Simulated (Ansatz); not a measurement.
One atom moved along a line in Ti3Al

Method: Ansatz, DFT PBEsol, scalar-relativistic, plane waves, PAW. Cutoff 420 eV, Γ-centred 18×18×6 k-points, Gaussian smearing of 0.15 eV. No spin polarisation. Energies are free energies at this smearing, counted from the undisturbed cell; pressure is positive in compression.

The starting cell (relaxed at this level; it needn't be the usual structure):

```yaml
crystal:
  lattice:
    - [2.89578, 0.00000, 0.00000]
    - [-1.44789, 2.50782, 0.00000]
    - [0.00000, 0.00000, 9.13935]
  atoms:
    - { symbol: Ti, position: [0.66667, 0.33333, 0.00000] }
    - { symbol: Ti, position: [0.33333, 0.66667, 0.75118] }
    - { symbol: Ti, position: [0.33333, 0.66667, 0.24882] }
    - { symbol: Al, position: [0.66667, 0.33333, 0.50000] }
```

Atom 4 (Al) is moved by x along the Cartesian unit vector (1.000, 0.000, 0.000); the cell and all other atoms stay fixed. The cell is metallic on the mesh throughout.

**Question.** Over the sampled range (-0.6000 to 0.4800), is the undisturbed cell the lowest point?

**Answer.** Yes, every other sampled point lies higher.

The scan:

```
  x (Å)  ΔE (meV/cell)
-0.6000          348.1
-0.3600          134.9
-0.1200           15.5
 0.0000            0.0
 0.2400           61.3
 0.4800          232.4
```

Cost: 6 runs of about 4.7 core-minutes in all, on Intel Xeon Platinum 8488C (Sapphire Rapids) (shared hosts).